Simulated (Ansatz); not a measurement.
The system is Al.

```
Al
1.0
     0.00000    2.02481    2.02481
     2.02481    0.00000    2.02481
     2.02481    2.02481    0.00000
Al
1
Direct
  0.00000 0.00000 0.00000
```

Base run:

- Program: Ansatz 0.2.0
- Functional: SVWN5
- Potentials or basis: Ansatz PAW
- Cutoff: 420 eV (not typed: the program's choice for these potentials)
- k mesh: 11 × 11 × 11
- Occupations: fermi-dirac, width 0.05 eV
- Spin: no spin polarisation

Its results: band gap on the k mesh none (metal or under the smearing width); pressure -3.7 GPa.

Question: The run is repeated on the same cell with these changes: functional from SVWN5 to revPBE. What comes out?

Answer: Band gap on the k mesh none (metal or under the smearing width); pressure 0.7 GPa.

revPBE binds less tightly than SVWN5, so the same cell stands under more pressure.

Caveats: the PAW data sets come from PBE, with cores solved anew for the run's functional, which leaves a small shift of forces and pressure.
